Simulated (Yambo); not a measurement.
The system is HfO2.

```
Hf O
1.0
     0.00000    2.55750    2.55750
     2.55750    0.00000    2.55750
     2.55750    2.55750    0.00000
Hf O
1 2
Cartesian
  0.0000 0.0000 0.0000
  3.8363 3.8363 3.8363
  1.2788 1.2788 1.2788
```

Measurements of this composition are mostly on another form, of space group No. 14.

Base run:

| Item | Value |
| --- | --- |
| Program | Yambo 5.3.0 |
| Functional | PBEsol |
| Potentials or basis | PseudoDojo 0.4.1 SR PBEsol standard |
| Cutoff | 1143 eV |
| Density cutoff | 4572 eV |
| k mesh | 6 × 6 × 6 |
| Occupations | fixed |
| Spin | no spin polarisation |

Its results: band gap on the k mesh, mean-field level 3.64 eV, direct.

Problem. The run is repeated on the same cell with these changes: functional from PBEsol to LDA; potentials or basis from PseudoDojo 0.4.1 SR PBEsol standard to PseudoDojo 0.4.1 SR LDA standard. What comes out?

Solution. Band gap on the k mesh, mean-field level 3.56 eV, direct.

Caveats: spin-orbit coupling is left out, which moves the levels of the heavy elements.

A k mesh can miss the band edges.
